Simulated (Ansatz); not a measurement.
Here is an Ansatz 0.2.0 calculation.

The input input.yaml:

```yaml
crystal:
  lattice:
    - [4.15, 0.0, 0.0]
    - [-2.075, 3.5940054257, 0.0]
    - [0.0, 0.0, 6.737]
  atoms:
    - { symbol: Cd, position: [0.6666666667, 0.3333333333, 0.5] }
    - { symbol: Cd, position: [0.3333333333, 0.6666666667, 0.0] }
    - { symbol: S, position: [0.6666666667, 0.3333333333, 0.875] }
    - { symbol: S, position: [0.3333333333, 0.6666666667, 0.375] }
kpoints:
  mp_grid: { grid: [7, 7, 4] }
  band_path:
    path:
      - [0.0, 0.0, 0.0]
      - [0.5, 0.0, 0.0]
      - [0.3333333333, 0.3333333333, 0.0]
      - [0.0, 0.0, 0.0]
      - [0.0, 0.0, 0.5]
      - [0.5, 0.0, 0.5]
      - [0.3333333333, 0.3333333333, 0.5]
      - [0.0, 0.0, 0.5]
    npoints: 6
scf:
  occupations: { method: fermi_dirac, width: 0.05 }
hamiltonian:
  xc: pbesol
  pseudopotentials: { kind: all_electron, lapw: { basis_error: 0.002 } }
output:
  forces: true
  stress: true
  eigenvalues: true
```

Potentials or basis: all-electron LAPW, scalar-relativistic.

Launch:

```sh
$ ansatz run input.yaml --threads 2 --pin off --max-ram 6144MiB --backend cpu --events-out ev --progress --plain --runs-dir out
```

Estimate the largest force.

0.065 eV/Å.

Estimate the band gap on the k mesh.

1.06 eV, direct.

Levels at the corners of the path, in eV from the valence-band top:
| point | band 32 | band 33 | band 34 | band 35 | band 36 | band 37 |
| --- | --- | --- | --- | --- | --- | --- |
| Γ | -0.04 | 0.00 | 0.00 | 1.06 | 2.67 | 6.36 |
| M | -1.88 | -1.31 | -0.74 | 3.60 | 3.76 | 4.98 |
| K | -1.86 | -1.86 | -1.62 | 4.50 | 5.00 | 5.00 |
| Γ | -0.04 | 0.00 | 0.00 | 1.06 | 2.67 | 6.36 |
| A | -0.40 | -0.40 | -0.40 | 2.73 | 2.73 | 6.04 |
| L | -1.34 | -1.33 | -1.33 | 3.35 | 3.35 | 5.27 |
| H | -2.42 | -1.12 | -1.12 | 4.28 | 4.28 | 5.95 |
| A | -0.40 | -0.40 | -0.40 | 2.73 | 2.73 | 6.04 |

**What was measured.**

“Isotope dependence of band-gap energy”, 2008, arxiv:0807.2152 quotes, for a bulk crystal of CdS: band gap 2.5809 ± 0.0002 eV.

Measured gap of CdS: 2.5809 eV (quoted in “Isotope dependence of band-gap energy”, 2008, arxiv:0807.2152). This calculation gives 1.06 eV (-1.52 eV). So large a miss can be the level of theory's own, or it may mean another phase, state or a wrong row. Spin-orbit coupling on Cd is left out. The value is that of PBEsol, without temperature or zero-point motion. Semilocal functionals fall short of measured gaps as a rule.
